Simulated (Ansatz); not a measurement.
TiB2, 3 atoms in the cell. The structure is hexagonal, space group P6/mmm (No. 191). The conventional cell has a = 3.029 Å, b = 3.029 Å, c = 3.228 Å, α = 90.00°, β = 90.00°, γ = 120.00°. Around Ti (site symmetry 6/mmm) lie 12 B at 2.38 Å. B (site symmetry -6m2) has 3 B at 1.75 Å as nearest neighbours. 

```yaml
Program: Ansatz 0.2.0
Task: projected density of states
Functional: LDA
Potentials_or_basis: Ansatz PAW
Cutoff: "420 eV (not typed: the program's choice for these potentials)"
k_mesh: 10 × 10 × 8
Occupations: fermi-dirac, width 0.05 eV
Spin: no spin polarisation
Hubbard_terms: Ti d U = 1 eV
Hubbard_projectors: ortho-atomic (the default)
Double_counting: fll (the default)
```

Potentials or basis: Ansatz PAW.

Launch:

```console
$ ansatz run input.yaml --threads 2 --pin off --max-ram 5632MiB --backend cpu --events-out ev --progress --plain --runs-dir out
```

Hardware: 2 threads of Arm Neoverse V1, on a shared host.

How long does it take, and how much memory?

Run time: 4.1 s on 2 threads of Arm Neoverse V1 (shared host), peak memory 0.36 GiB. Counts: scf iterations 7, plane waves 503, k points 70, bands 16.
